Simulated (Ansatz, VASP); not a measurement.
# Two plane-wave programs on Zr3H

Contents of INCAR:

```
  PREC = Accurate
  ENCUT = 520
  EDIFF = 1E-6
  ISMEAR = 0
  SIGMA = 0.1
  LREAL = False
  LASPH = True
  NELM = 60
  ALGO = Normal
  ISIF = 2
  LWAVE = False
  LCHARG = False
  GGA = PE
  NBANDS = 47
```

Contents of KPOINTS:

```
regular mesh
0
Gamma
  4 4 4
```

Contents of POSCAR:

```
Zr3H
1.0
    5.0692614900      0.0000000000      0.0000000000
    0.0000000000      5.0692614900      0.0000000000
    0.0000000000      0.0000000000      5.0692614900
Zr H
6 2
Direct
    0.2500000000      0.0000000000      0.5000000000
    0.7500000000      0.0000000000      0.5000000000
    0.0000000000      0.5000000000      0.2500000000
    0.0000000000      0.5000000000      0.7500000000
    0.5000000000      0.7500000000      0.0000000000
    0.5000000000      0.2500000000      0.0000000000
    0.0000000000      0.0000000000      0.0000000000
    0.5000000000      0.5000000000      0.5000000000
```

Input for Ansatz:

```yaml
crystal:
  lattice:
    - [5.06926149, 0.0, 0.0]
    - [0.0, 5.06926149, 0.0]
    - [0.0, 0.0, 5.06926149]
  atoms:
    - { symbol: Zr, position: [0.25, 0.0, 0.5] }
    - { symbol: Zr, position: [0.75, 0.0, 0.5] }
    - { symbol: Zr, position: [0.0, 0.5, 0.25] }
    - { symbol: Zr, position: [0.0, 0.5, 0.75] }
    - { symbol: Zr, position: [0.5, 0.75, 0.0] }
    - { symbol: Zr, position: [0.5, 0.25, 0.0] }
    - { symbol: H, position: [0.0, 0.0, 0.0] }
    - { symbol: H, position: [0.5, 0.5, 0.5] }
basis:
  ecutwfc: 420
kpoints:
  mp_grid: { grid: [4, 4, 4] }
hamiltonian:
  xc: pbe
scf:
  occupations: { method: gaussian, width: 0.1 }
  lower_state_search: "off"
output:
  forces: true
  stress: true
  eigenvalues: true
```

Change from the starting cell: species swapped into the Nb3Rh type (Pm-3n, No. 223).

Alike in both runs: task single point; functional PBE; k mesh 4 × 4 × 4; occupations gaussian, width 0.1 eV; no spin polarisation.

```csv
,VASP,Ansatz
version,VASP 6.6.1,Ansatz 0.2.0
potentials or method,"VASP PAW PBE potentials, release 64 (Zr_sv, H)","scalar-relativistic, plane waves, PAW"
plane-wave cutoff (eV),520,420
valence electrons in the cell,74,74
```

|  | VASP | Ansatz | Ansatz less VASP |
| --- | --- | --- | --- |
| gap on the k mesh at the Fermi level (eV) | none | none | - |
| pressure (GPa) | 18.6 | 18.5 | -0.14 |

A gap of «none» marks a metal or a gap that the smearing closes. The functional is the same, so the differences come from potentials, cutoffs and numerics.

Caveats: so large a pressure means that the cell lies far from this level's equilibrium, or that cutoff or potentials fall short (VASP).
